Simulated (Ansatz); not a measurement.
A run of Ansatz 0.2.0 is set up as follows.

The input input.yaml:

```yaml
crystal:
  lattice:
    - [3.767, 0.0, 0.0]
    - [-1.8835, 3.2623176961, 0.0]
    - [0.0, 0.0, 6.154]
  atoms:
    - { symbol: Na, position: [0.6666666667, 0.3333333333, 0.75] }
    - { symbol: Na, position: [0.3333333333, 0.6666666667, 0.25] }
hamiltonian:
  xc: pbesol
  pseudopotentials: { kind: paw }
kpoints:
  mp_grid: { grid: [8, 8, 5] }
scf:
  occupations: { method: fermi_dirac, width: 0.05 }
output:
  forces: true
  stress: true
  eigenvalues: true
  write_density: true
  write_potential: true
  elf: true
  volumetric_format: npy
relax:
  f_tol: 0.01
  max_steps: 40
  cell: { stress_tol: 0.05 }
```

Potentials or basis: Ansatz PAW.

Run with:

```sh
$ ansatz run input.yaml --threads 2 --pin off --max-ram 5632MiB --backend cpu --events-out ev --progress --plain --runs-dir out
```

(1) Estimate the relaxed volume.

(2) Estimate the relaxed cell.

(3) What does it give for the band gap on the k mesh?

## Answers

(1) 36.28 Å³/atom.

(2) a = 3.738 Å, b = 3.738 Å, c = 5.997 Å, α = 90.00°, β = 90.00°, γ = 120.00°.

(3) none (metal or under the smearing width).

Caveat: the PAW data sets come from PBE, with cores solved anew for the run's functional, which leaves a small shift of forces and pressure.
